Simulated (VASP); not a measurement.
Runs of VASP 6.6.1 on SnSe. The cell holds a slab with vacuum, 4 atoms: a = 4.285 Å, b = 4.285 Å, c = 10.991 Å, α = 90.00°, β = 90.00°, γ = 90.00°. 

| task | level | potentials or basis | cell | cutoff (eV) | gap on the mesh (eV) | relaxed volume (Å³/atom) |
| --- | --- | --- | --- | --- | --- | --- |
| relaxation of cell and atoms | LDA | VASP PAW LDA potentials, release 64 (Sn_d, Se) | relaxed | 600 | 1.45 | (b) |
| single point | PBEsol | VASP PAW PBE potentials, release 64 (Sn_d, Se) | as given | 520 | (a) | - |
| relaxation of cell and atoms | PBEsol | VASP PAW PBE potentials, release 64 (Sn_d, Se) | relaxed | 600 | 1.48 | 49.31 |
| relaxation of cell and atoms | PBE | VASP PAW PBE potentials, release 64 (Sn_d, Se) | relaxed | 600 | 1.51 | (c) |
| relaxation of cell and atoms | RPBE | VASP PAW PBE potentials, release 64 (Sn_d, Se) | relaxed | 600 | 1.55 | 53.02 |

Alike in all rows: no spin polarisation; k mesh 6 × 6 × 4; smearing gaussian 0.02 eV.

Task: Estimate the missing entries.

Result: (a) 1.46; (b) 48.18; (c) 51.52.

Caveats: spin-orbit coupling is left out, which moves the levels of the heavy elements; the PAW data sets were made with another functional, which shifts forces and pressure a little (some runs).

A k mesh can miss the band edges, and the runs leave out spin-orbit coupling on Se, Sn.
